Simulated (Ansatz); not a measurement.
The system is Si2Mo.

```
Mo Si
1.0
     4.58547    0.00000    0.00000
    -2.29274    3.97113    0.00000
     0.00000    0.00000    6.57976
Mo Si
3 6
Direct
  0.50000 0.50000 0.83333
  0.00000 0.50000 0.16667
  0.50000 0.00000 0.50000
  0.16387 0.32775 0.50000
  0.67225 0.83613 0.16667
  0.83613 0.16387 0.83333
  0.83613 0.67225 0.50000
  0.32775 0.16387 0.16667
  0.16387 0.83613 0.83333
```

Measurements of this composition are mostly on another form, of space group No. 139.

```yaml
Program: Ansatz 0.2.0
Task: relaxation of cell and atoms
Functional: BLYP
Dispersion: D3(BJ)
Potentials_or_basis: Ansatz PAW
Cutoff: "420 eV (not typed: the program's choice for these potentials)"
k_mesh: 7 × 7 × 4
Occupations: fermi-dirac, width 0.05 eV
Spin: no spin polarisation
```

At the start: volume 13.31 Å³/atom.

**Question.** Where does the relaxation end?

**Answer.** It ends after 5 steps and the volume is 13.06 Å³/atom (-1.9 %); space group P6_222 (No. 180, to 0.05 Å).

Step by step:
| step | energy change (eV) | largest force (eV/Å) | volume (Å³) |
| --- | --- | --- | --- |
| 1 | 0.0000 | 0.0055 | 119.81 |
| 2 | -0.0289 | 0.0389 | 117.11 |
| 3 | -0.0301 | 0.0059 | 117.55 |
| 4 | -0.0301 | 0.0006 | 117.54 |
| 5 | -0.0296 | 0.0006 | 117.54 |

Final structure:
```
Mo Si
1.0
     4.56078    0.00000    0.00000
    -2.28039    3.94975    0.00000
     0.00000    0.00000    6.52506
Mo Si
3 6
Cartesian
  1.1402 1.9749 5.4376
  -1.1402 1.9749 1.0875
  2.2804 0.0000 3.2625
  0.0000 1.2934 3.2625
  1.1603 3.3030 1.0875
  3.4407 0.6467 5.4376
  2.2804 2.6563 3.2625
  1.1201 0.6467 1.0875
  -1.1603 3.3030 5.4376
```

Caveat: the plane-wave basis is chosen anew once the cell has moved, so the energies of steps on either side of that aren't comparable; the PAW data sets come from PBE, with cores solved anew for the run's functional, which leaves a small shift of forces and pressure.
